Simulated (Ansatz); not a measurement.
# AlP (F-43m): equation of state

The task here is to estimate one member of a computed series from the others.

The COD entry's cell or inner coordinates are ideal or old and differ from later refinements, so a difference from it is no clean test against experiment.

Computed with Ansatz 0.2.0 (DFT PBE, scalar-relativistic, plane waves, PAW, unless a step's input says otherwise).

1 further run of the same task is left out (it didn't finish). Runs told in other sessions of the task aren't counted.

### Starting point

The structure is cubic, space group F-43m (No. 216). The conventional cell has a = 5.508 Å, b = 5.508 Å, c = 5.508 Å, α = 90.00°, β = 90.00°, γ = 90.00°. Al (site symmetry -43m) is surrounded by 4 P at 2.38 Å. P (site symmetry -43m) is surrounded by 4 Al at 2.38 Å.

Coordinates:

```
CELL_PARAMETERS angstrom
0.00000 2.75389 2.75389
2.75389 0.00000 2.75389
2.75389 2.75389 0.00000
ATOMIC_POSITIONS crystal
Al 0.00000 0.00000 0.00000
P 0.75000 0.75000 0.75000
```

An earlier run at PBE left this cell at 20.885 Å³/atom and 0.00 GPa (10×10×10 mesh).

Volume factors to run: 0.980, 1.020, 0.960, 1.040.

Set-up of the first run:

input.yaml

```yaml
crystal:
  lattice:
    - [0.0, 2.7354030109, 2.7354030109]
    - [2.7354030109, 0.0, 2.7354030109]
    - [2.7354030109, 2.7354030109, 0.0]
  atoms:
    - { symbol: Al, position: [0.0, 0.0, 0.0] }
    - { symbol: P, position: [0.75, 0.75, 0.75] }
basis:
  ecutwfc: 420
  ecutrho_ratio: 4
kpoints:
  mp_grid: { grid: [10, 10, 10] }
hamiltonian:
  xc: pbe
scf:
  occupations: { method: gaussian, width: 0.05 }
output:
  forces: true
  stress: true
  eigenvalues: true
```

Command:

```bash
$ ansatz run input.yaml --threads 2 --pin off --max-ram 2662MiB --backend cpu --events-out ev --progress --plain --runs-dir out
```

Steps of the session up to this table: Scaling the volume by 0.980; Volume × 1.020; Scaling the volume by 0.960; Volume × 1.040.

One of the session's tables, all rows but one given; the rest of the session is left out.

It belongs to the step «The fit». 

```
volume (Å³/atom)  energy (meV/atom)  pressure (GPa)  gap (eV)
          20.050               9.23            3.67      1.55
          20.467                  ?               ?         ?
          20.885               0.00            0.00      1.63
          21.303               2.09           -1.57      1.67
          21.721               8.07           -2.99      1.70
```

Estimate the missing values for volume (Å³/atom) = 20.467.

Worked estimate for «energy (meV/atom)». A straight line through the neighbours (20.050, 9.23) and (20.885, 0.00) gives 9.23 + (0.00 − 9.23) × (20.467 − 20.050) / (20.885 − 20.050) = 4.62; a parabola fitted to 3 rows on both sides gives 2.39.

The run gave: energy (meV/atom): 2.22; pressure (GPa): 1.74; gap (eV): 1.59. In «energy (meV/atom)» the line misses by +2.40 and the parabola by +0.17.
